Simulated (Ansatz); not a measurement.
Sn under changes of volume

One of the cells (27.650 Å³/atom); the others are scaled copies at fixed shape and fractional positions:

```
CELL_PARAMETERS angstrom
-2.94014 2.94014 1.59930
2.94014 -2.94014 1.59930
2.94014 2.94014 -1.59930
ATOMIC_POSITIONS crystal
Sn 0.00000 0.00000 0.00000
Sn 0.75000 0.25000 0.50000
```

| Property | Result |
| --- | --- |
| Program | Ansatz 0.2.0 |
| Functional | PBE0 |
| Potentials or basis | Ansatz PAW |
| Cutoff | 420 eV (not typed: the program's choice for these potentials) |
| k mesh | 6 × 6 × 6 |
| Occupations | fermi-dirac, width 0.05 eV |
| Spin | no spin polarisation |

```csv
volume (Å³/atom),energy over the lowest point (meV/atom),pressure (GPa)
25.991,?,?
26.544,2.45,1.4
27.097,0.00,0.1
27.650,1.68,-1.0
28.203,7.01,-2.0
28.756,15.56,-2.9
29.309,26.99,-3.7
```

**Question.** What does the run at 25.991 Å³/atom give?

**Answer.** Energy over the lowest point 9.53 meV/atom; pressure 2.8 GPa.

Worked out: A Birch-Murnaghan fit of order 3 (a polynomial in V^(-2/3)) to the other rows has its minimum at 27.14 Å³/atom with B0 = V·E''(V) = 58 GPa and B' = 5.0 at fixed shape and positions, which overstates the stiffness. It gives 9.55 meV/atom at 25.991 Å³/atom, against the run's 9.53, and -dE/dV = 2.8 GPa, against 2.8.

Energies are extrapolated to zero smearing.

Caveats: all runs use coarse meshes; the PAW data sets come from PBE, with cores solved anew for the run's functional, which leaves a small shift of forces and pressure; the thresholds are loose for stress.
